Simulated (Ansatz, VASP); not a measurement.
## SnSe: VASP beside Ansatz

The input INCAR:

```
SYSTEM = SnSe
ALGO = Normal ; EDIFF = 1E-6
ENCUT = 520 ; GGA = PE
ISIF = 2 ; ISMEAR = 0
LASPH = .True. ; LCHARG = .True.
LELF = .True. ; LREAL = .False.
LVHAR = .True. ; LWAVE = .False.
NBANDS = 17 ; NELM = 80
PREC = Accurate ; SIGMA = 0.05
```

File KPOINTS:

```
k-points
0
Gamma
  10 10 10
  0 0 0
```

Contents of POSCAR:

```
SnSe
1.0
    0.0000000000      3.0100000000      3.0100000000
    3.0100000000      0.0000000000      3.0100000000
    3.0100000000      3.0100000000      0.0000000000
Sn Se
1 1
Direct
    0.0000000000      0.0000000000      0.0000000000
    0.5000000000      0.5000000000      0.5000000000
```

Input for Ansatz:

```yaml
crystal:
  lattice:
    - [0.0, 3.01, 3.01]
    - [3.01, 0.0, 3.01]
    - [3.01, 3.01, 0.0]
  atoms:
    - { symbol: Sn, position: [0.0, 0.0, 0.0] }
    - { symbol: Se, position: [0.5, 0.5, 0.5] }
basis:
  ecutwfc: 420
  fft_grid_basis: typed
kpoints:
  mp_grid: { grid: [10, 10, 10] }
hamiltonian:
  xc: pbe
  pseudopotentials: { kind: paw }
scf:
  occupations: { method: gaussian, width: 0.05 }
output:
  forces: true
  stress: true
  eigenvalues: true
  bader: true
  write_density: true
  volumetric_format: npy
  elf: true
```

Measurements of this composition are mostly on another form, of space group No. 62.

Alike in both runs: task single point; functional PBE; k mesh 10 × 10 × 10; occupations gaussian, width 0.05 eV; no spin polarisation.

|  | VASP | Ansatz |
| --- | --- | --- |
| version | VASP 6.6.1 | Ansatz 0.2.0 |
| potentials or method | VASP PAW PBE potentials, release 64 (Sn_d, Se) | scalar-relativistic, plane waves, PAW |
| plane-wave cutoff (eV) | 520 | 420 |
| valence electrons in the cell | 20 | 30 |

|  | VASP | Ansatz | Ansatz less VASP |
| --- | --- | --- | --- |
| gap on the k mesh at the Fermi level (eV) | 0.50 | 0.50 | 0.000 |
| pressure (GPa) | 1.0 | 1.0 | +0.02 |

The two sets of potentials don't hold the same shells in valence.

Caveats: spin-orbit coupling is left out, which moves the levels of the heavy elements. A k mesh can miss the band edges.
